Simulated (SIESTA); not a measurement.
Crystal: CoO.

```
CELL_PARAMETERS angstrom
1.60222 0.92504 2.56647
-1.60222 0.92504 2.56647
0.00000 -1.85008 2.56647
ATOMIC_POSITIONS crystal
Co 0.99898 0.99898 0.99898
O 0.75102 0.75102 0.75102
```

Measurements of this composition are mostly on another form, of space group No. 225.

- Program: SIESTA 5.4.2
- Task: single point
- Functional: PBE
- Potentials or basis: PseudoDojo 0.4 standard (PBE files)
- Basis: DZP (energy shift 0.003 Ry; two zetas on semicore shells)
- Grid cutoff: 800 Ry
- Energy shift: 0.003 Ry
- k mesh: 10 × 10 × 10
- Occupations: fermi-dirac, width 0.05 eV
- Spin: collinear spin, ferromagnetic start
- Starting moments: [2.0, 0.0] μB

On this cell: pressure 1.8 GPa; largest force 0.300 eV/Å; net moment 2.87 μB per cell; site moments Co +2.47; O +0.40 μB; band gap on the k mesh none (metal or under the smearing width).

The same run follows on a disturbed copy (atoms moved at random, drawn with an rms of 0.05 Å):

```
Co O
1.0
     1.60222    0.92504    2.56647
    -1.60222    0.92504    2.56647
     0.00000   -1.85008    2.56647
Co O
1 1
Direct
  0.01272 0.00224 0.98224
  0.74686 0.76643 0.74039
```

Q: What changes?

A: The energy (extrapolated to zero smearing) moves by +3.3 meV/atom; pressure 1.9 GPa; largest force 0.374 eV/Å; net moment 2.86 μB per cell; site moments Co +2.46; O +0.40 μB; band gap on the k mesh none (metal or under the smearing width).

Forces in eV/Å, atoms in the order of the input:
```
Co  -0.231 -0.100  0.274
O    0.232  0.102 -0.276
```

Stress tensor (GPa, compression positive):
```
 0.91  2.19  1.73
 2.19 -0.78  0.68
 1.73  0.68  5.57
```

Caveats: short orbitals over semicore shells can move pressures by several GPa; the basis of atomic orbitals isn't converged, which shifts pressures, moduli and gaps; a cell with one magnetic atom can't hold antiferromagnetic order, which such compounds often take; semilocal functionals often make such compounds metallic where correlation or magnetic order opens a gap, which also shifts bond lengths.
